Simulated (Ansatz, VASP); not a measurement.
## N: VASP beside Ansatz

Contents of INCAR:

```
SYSTEM = N
  PREC = Accurate
  ENCUT = 520
  EDIFF = 1E-7
  ISMEAR = 0
  SIGMA = 0.05
  LREAL = .False.
  LASPH = .True.
  NELM = 80
  ALGO = Normal
  ISIF = 2
  LWAVE = .False.
  LCHARG = .False.
  GGA = PS
  NBANDS = 18
```

Contents of KPOINTS:

```
Automatic mesh
0
Gamma
  6 6 4
  0 0 0
```

Contents of POSCAR:

```
N
1.0
    4.1672328106      0.0000000000      0.0000000000
   -2.0836164053      3.6089294775      0.0000000000
    0.0000000000      0.0000000000      7.0060035100
N
4
Direct
    0.3956786913      0.7913573825      0.2646994127
    0.3333333333      0.6666666667      0.1710699600
    0.6666666667      0.3333333333      0.8289300400
    0.6666666667      0.3333333333      0.6710699600
```

Input for Ansatz:

```yaml
crystal:
  lattice:
    - [4.1672328106, 0.0, 0.0]
    - [-2.0836164053, 3.6089294775, 0.0]
    - [0.0, 0.0, 7.00600351]
  atoms:
    - { symbol: "N", position: [0.3956786913, 0.7913573825, 0.2646994127] }
    - { symbol: "N", position: [0.3333333333, 0.6666666667, 0.17106996] }
    - { symbol: "N", position: [0.6666666667, 0.3333333333, 0.82893004] }
    - { symbol: "N", position: [0.6666666667, 0.3333333333, 0.67106996] }
basis:
  ecutwfc: 420
kpoints:
  mp_grid: { grid: [6, 6, 4] }
hamiltonian:
  xc: pbesol
scf:
  occupations: { method: gaussian, width: 0.05 }
output:
  forces: true
  stress: true
  eigenvalues: true
```

Alike in both runs: task single point; functional PBEsol; k mesh 6 × 6 × 4; occupations gaussian, width 0.05 eV; no spin polarisation.

|  | VASP | Ansatz |
| --- | --- | --- |
| version | VASP 6.6.1 | Ansatz 0.2.0 |
| potentials or method | VASP PAW PBE potentials, release 64 (N) | scalar-relativistic, plane waves, PAW |
| plane-wave cutoff (eV) | 520 | 420 |
| valence electrons in the cell | 20 | 20 |

Ansatz gave:

```
gap on the k mesh at the Fermi level (eV) : 7.35
least direct gap on the mesh (eV)         : 7.39
rms of the force components (eV/Å)        : 59.978
```

Question: Which values does VASP return?

Answer: gap on the k mesh at the Fermi level (eV): 7.32; least direct gap on the mesh (eV): 7.35; rms of the force components (eV/Å): 65.046.

Atom by atom the forces differ by 5.117 eV/Å (rms over components). With one functional, cell and mesh, what is left measures potentials, basis and numerics.

Caveats: the standard files for N, O and F lose accuracy on very short bonds; the PAW data sets were made with another functional, which shifts forces and pressure a little (VASP). A k mesh can miss the band edges.
